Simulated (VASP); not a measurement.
Wanted: the native input for a VASP 6.6.1 run.

* Task: single point
* Functional: PBEsol
* Potentials or basis: VASP PAW PBE potentials, release 64 (Tc_pv)
* Cutoff: 520 eV
* k mesh: 12 × 12 × 12
* Occupations: gaussian, width 0.02 eV
* Spin: no spin polarisation
* Further INCAR settings: ALGO = Fast; EDIFF = 1e-07

The structure of Tc lies in POSCAR:

```
Tc
1.0
    0.0000000000      1.9500000000      1.9500000000
    1.9500000000      0.0000000000      1.9500000000
    1.9500000000      1.9500000000      0.0000000000
Tc
1
Direct
    0.0000000000      0.0000000000      0.0000000000
```

This isn't the form of Tc at room conditions, which is hcp.

One way to write it, as run:

INCAR

```
SYSTEM = Tc
  PREC = Accurate
  ENCUT = 520
  EDIFF = 1E-7
  ISMEAR = 0
  SIGMA = 0.02
  LREAL = .False.
  LASPH = .True.
  NELM = 100
  ALGO = Fast
  ISIF = 2
  LWAVE = .False.
  LCHARG = .True.
  GGA = PS
  LELF = .True.
  LVHAR = .True.
```

KPOINTS

```
regular mesh
0
Gamma
  12 12 12
  0 0 0
```

Potentials or basis: VASP PAW PBE potentials, release 64 (Tc_pv).

Launch:

```bash
$ cat potpaw_PBE.64/Tc_pv/POTCAR > POTCAR
$ mpirun -np 1 vasp_std > vasp.out
```

Results of the run:

The pressure is -15.8 GPa and the band gap on the k mesh is none (metal or under the smearing width).

Caveat: so large a pressure means that the cell lies far from this level's equilibrium, or that cutoff or potentials fall short; the potentials were made for another functional, which shifts forces and pressure.

It took 9.3 s on 1 thread of Intel(R) Xeon(R) Platinum 8559C (Emerald Rapids), on a shared host, peak memory 0.14 GiB.
